Ansatz 0.2.0, plane-wave DFT with PAW potentials for diamond in its two-atom primitive cell, fixed at an edge of 2.522 Å, without spin polarisation or dispersion correction. The cutoffs are 420 eV for the waves and 1680 eV for the density, with an unshifted 8×8×8 k mesh and fixed occupations. Pressure is positive in compression, and the gap is taken over the mesh points only.

| functional | pressure (GPa) | gap on mesh (eV) |
| --- | --- | --- |
| LDA | -13.080 | 4.104 |
| PBE | 1.790 | 4.140 |
| PBEsol | -4.790 | 4.010 |
| RPBE | 7.950 | 4.139 |
| BLYP | 10.990 | 4.452 |

Five density functionals judge the same diamond crystal, held at about its measured size. A positive pressure means that the crystal would expand if released, a negative one that it would shrink. The pressures span 24 GPa and change sign, so at most one of these functionals can have the volume right. The gaps differ by only 0.44 eV and look like a consensus, yet the measured gap is roughly 5.5 eV and the closest of the five is still 1.0 eV too small. Disagreement exposes the first error, while agreement hides the second.

**Why the pressures disagree.** LDA treats each point of the crystal as part of a uniform electron gas. Real electrons gain extra exchange energy where their density varies steeply, and that variation becomes relatively stronger as atoms move apart and the density between them thins out. LDA misses this gain, so it favours too compact a crystal and gives the lowest pressure, −13 GPa. Gradient-corrected functionals supply it in different strengths: weakly in PBEsol, more strongly in PBE, and more strongly still in RPBE where the relative variation is large. The pressure rises in just that order, as this argument predicts. All three also add gradient terms to correlation, which work against those of exchange; only the step from PBE to RPBE changes exchange alone. BLYP lies higher again, but both its exchange and its correlation are built differently, so its place can't be credited to one ingredient.

**Which pressure is right?** PBE, at 1.8 GPa, seems the winner because it is nearest to zero. But the calculation holds the nuclei still, whereas real nuclei vibrate even at absolute zero. Expansion softens the bonds and lowers this vibrational energy, so the motion pushes the crystal outward. With $E_0$ the zero-point energy per atom, $V$ the volume per atom and $\gamma$ the fractional fall in frequency per fractional gain in volume, the push is

$$P_0=-\frac{dE_0}{dV}=\frac{\gamma E_0}{V}\approx\frac{1\times 0.18\ \mathrm{eV}}{5.67\ \text{Å}^3}\approx 5\ \mathrm{GPa}.$$

The values of $\gamma$ and $E_0$ are rough recalled ones.

A correct functional should therefore give about −5 GPa here, so that the two contributions cancel. PBEsol does so within the uncertainty of the estimate, while PBE ends up about 7 GPa too high. The preference for PBEsol over PBE is safe against a poor estimate, since it holds for any push above 1.5 GPa. The closeness of its match should not be over-read: all the functionals share one set of atomic potentials, and the effect of that choice and of the wave cutoff on the pressure was not tested.

**Why the gaps agree on a wrong value.** Curing the volume error does not cure the gap. From PBE to RPBE the pressure rises by 6 GPa, while the gap changes by only about 0.001 eV. PBEsol, the best of the five for pressure, has the smallest gap. The two columns test different things: the pressure is the downward slope of the total energy with volume, the gap a distance between two electron levels at one volume.

Theory places the main fault in something these functionals have in common. The real gap is the energy needed to take an electron out of the crystal, less the energy regained when one is added. In the exact theory, the potential felt by all electrons jumps by a constant as soon as the added electron has to enter the empty bands, and this jump is part of the gap. In LDA and the gradient-corrected functionals, the potential follows the density smoothly. One electron added to a large crystal hardly alters the density, so the potential hardly moves and the jump is lost. Changing the strength of the gradient terms can't restore it.

Two simplifications of the calculation might be blamed instead, but correcting them could only widen the discrepancy. A mesh of electron wave vectors can miss the band edges, which makes a gap too large, never too small. Zero-point motion narrows the measured gap by a few tenths of an electronvolt, so a calculation with still nuclei ought to lie above 5.5 eV.

**The tempting exception.** BLYP has the gap nearest to experiment, 0.31 eV above that of PBE, and also the highest pressure. The results do not reveal what widens its gap. It still falls short by 1.0 eV, and the functional would swell the crystal more than any other here, so the better gap is no sign of a better description of diamond.

**What to do about it.** For the volume, compare functionals by their pressure after adding the zero-point push. For the gap, neither an average over these functionals nor their small spread helps; a hybrid functional or a GW calculation is the usual remedy, because both include exchange that acts differently on filled and empty levels, which this whole family lacks. Check also which gap is being quoted: PBE gives 5.6 eV for the direct gap at the zone centre, which resembles the measured value but is a different quantity from the smaller, indirect gap. The output below lists the differences and the one estimate used here.

Printed output of the fit:

```
Pressure and gap by functional:
     row  static pressure GPa  with zero-point push GPa  gap eV  shortfall from 5.5 eV
     LDA               -13.08                    -7.994   4.104                  1.396
     PBE                 1.79                     6.876    4.14                   1.36
  PBEsol                -4.79                    0.2963    4.01                   1.49
    RPBE                 7.95                     13.04   4.139                  1.361
    BLYP                10.99                     16.08   4.452                  1.048
Spread of the pressures, GPa: 24.07
Pressure of PBEsol less LDA, GPa: 8.29
Pressure of PBE less LDA, GPa: 14.87
Pressure of RPBE less PBE, GPa: 6.16
Pressure of BLYP less PBE, GPa: 9.2
Estimated zero-point push, GPa: 5.086
Push above which PBEsol is nearer to balance than PBE, GPa: 1.5
Spread of the five gaps, eV: 0.442
Spread of the gaps without BLYP, eV: 0.13
Gap of PBE less RPBE, eV: 0.001
Gap of BLYP less PBE, eV: 0.312
Smallest shortfall of the gap, eV: 1.048
Largest shortfall of the gap, eV: 1.49
Mean shortfall of the gap, eV: 1.331
Mean shortfall in percent of the measured gap: 24.2
Direct gap of PBE at the zone centre, eV: 5.594
```
